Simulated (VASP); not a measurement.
ZrO2:

```
CELL_PARAMETERS angstrom
3.59610 0.00000 0.00000
0.00000 3.59610 0.00000
0.00000 0.00000 5.17700
ATOMIC_POSITIONS crystal
Zr 0.00000 0.00000 0.00000
Zr 0.50000 0.50000 0.50000
O 0.00000 0.50000 0.20300
O 0.00000 0.50000 0.70300
O 0.50000 0.00000 0.29700
O 0.50000 0.00000 0.79700
```

* Program: VASP 6.6.1
* Task: relaxation of cell and atoms
* Functional: PBE
* Potentials or basis: VASP PAW PBE potentials, release 64 (Zr_sv, O)
* Cutoff: 520 eV
* k mesh: 7 × 7 × 5
* Occupations: gaussian, width 0.1 eV
* Spin: no spin polarisation

At the start: pressure 5.6 GPa; volume 11.16 Å³/atom.

Where does the relaxation end?

Over 13 steps the energy falls by 7.2 meV/atom and the volume is 11.54 Å³/atom (+3.5 %); space group P4_2/nmc (No. 137, to 0.05 Å).

Step by step:
| step | energy change (eV) | largest force (eV/Å) | pressure (GPa) | volume (Å³) |
| --- | --- | --- | --- | --- |
| 1 | 0.0000 | 0.0249 | 5.65 | 66.95 |
| 2 | 0.0232 | 0.2784 | -7.09 | 70.83 |
| 3 | -0.0278 | 0.1361 | -0.10 | 68.57 |
| 4 | -0.0278 | 0.1339 | -0.02 | 68.53 |
| 5 | -0.0314 | 0.1271 | 0.05 | 68.61 |
| 6 | -0.0372 | 0.0999 | 0.24 | 68.84 |
| 7 | -0.0399 | 0.0787 | 0.07 | 68.97 |
| 8 | -0.0428 | 0.0267 | -0.30 | 69.26 |
| 9 | -0.0429 | 0.0203 | -0.34 | 69.30 |
| 10 | -0.0431 | 0.0046 | 0.20 | 69.19 |
| 11 | -0.0432 | 0.0011 | 0.13 | 69.20 |
| 12 | -0.0433 | 0.0009 | 0.07 | 69.24 |
| 13 | -0.0433 | 0.0022 | 0.04 | 69.26 |

Final structure:
```
CELL_PARAMETERS angstrom
3.62222 0.00000 0.00000
0.00000 3.62222 0.00000
0.00000 0.00000 5.27886
ATOMIC_POSITIONS crystal
Zr 0.00000 0.00000 0.00000
Zr 0.50000 0.50000 0.50000
O 0.00000 0.50000 0.19372
O 0.00000 0.50000 0.69372
O 0.50000 0.00000 0.30628
O 0.50000 0.00000 0.80628
```
